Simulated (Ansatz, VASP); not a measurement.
This is a calculation of C for Ansatz 0.2.0.

Contents of input.yaml:

```yaml
crystal:
  lattice:
    - [2.5221, 0.0, 0.0]
    - [-1.26105, 2.1842026709, 0.0]
    - [0.0, 0.0, 8.2371]
  atoms:
    - { symbol: C, position: [0.6666666667, 0.3333333333, 0.84375] }
    - { symbol: C, position: [0.3333333333, 0.6666666667, 0.34375] }
    - { symbol: C, position: [0.6666666667, 0.3333333333, 0.65625] }
    - { symbol: C, position: [0.3333333333, 0.6666666667, 0.15625] }
    - { symbol: C, position: [0.0, 0.0, 0.90625] }
    - { symbol: C, position: [0.0, 0.0, 0.40625] }
    - { symbol: C, position: [0.0, 0.0, 0.59375] }
    - { symbol: C, position: [0.0, 0.0, 0.09375] }
hamiltonian:
  xc: rpbe
  pseudopotentials: { kind: paw }
kpoints:
  mp_grid: { grid: [12, 12, 4] }
scf:
  occupations: { method: fermi_dirac, width: 0.05 }
output:
  forces: true
  stress: true
relax:
  f_tol: 0.01
  max_steps: 40
  cell: { stress_tol: 0.05 }
```

Potentials or basis: Ansatz PAW.

Launch:

```bash
$ ansatz run input.yaml --threads 4 --pin off --max-ram 11264MiB --backend cpu --events-out ev --progress --plain --runs-dir out
```

Task: Set up the same calculation for VASP 6.6.1. Potentials there: VASP PAW PBE potentials, release 64 (C).

Result: As run (the cutoff follows the program's own potentials):

INCAR

```
ALGO = Normal ; EDIFF = 1E-6
EDIFFG = -0.02 ; ENCUT = 600
GGA = RP ; IBRION = 2
ISIF = 3 ; ISMEAR = -1
LASPH = T ; LCHARG = F
LREAL = F ; LWAVE = F
NELM = 100 ; NSW = 60
PREC = Accurate ; SIGMA = 0.05
```

The input KPOINTS:

```
k-points
0
Gamma
  12 12 4
```

The input POSCAR:

```
C
1.0
    2.5221000000      0.0000000000      0.0000000000
   -1.2610500000      2.1842026709      0.0000000000
    0.0000000000      0.0000000000      8.2371000000
C
8
Direct
    0.6666666667      0.3333333333      0.8437500000
    0.3333333333      0.6666666667      0.3437500000
    0.6666666667      0.3333333333      0.6562500000
    0.3333333333      0.6666666667      0.1562500000
    0.0000000000      0.0000000000      0.9062500000
    0.0000000000      0.0000000000      0.4062500000
    0.0000000000      0.0000000000      0.5937500000
    0.0000000000      0.0000000000      0.0937500000
```

Potentials or basis: VASP PAW PBE potentials, release 64 (C).

Command:

```console
$ cat potpaw_PBE.64/C/POTCAR > POTCAR
$ mpirun -np 1 vasp_std > vasp.out
```

Both were run:

|  | VASP | Ansatz | Ansatz less VASP |
| --- | --- | --- | --- |
| relaxed volume (Å³/atom) | 5.78 | 5.78 | +0.003 |
| relaxed cell length with the largest relative difference (Å) | 8.341 | 8.343 | +0.0021 |
| energy change over the relaxation (meV/atom) | -5 | -5 | -0.1 |

Caveats: the PAW data sets were made with another functional, which shifts forces and pressure a little (VASP); the plane-wave basis is chosen anew once the cell has moved, so the energies of steps on either side of that aren't comparable (Ansatz); the pressure holds a Pulay correction of +0.9 GPa for the finite cutoff (Ansatz); the PAW data sets come from PBE, with cores solved anew for the run's functional, which leaves a small shift of forces and pressure (Ansatz). RPBE gaps usually lie below the measured ones, often by a third to a half. Zero-point motion and thermal expansion aren't in these numbers.
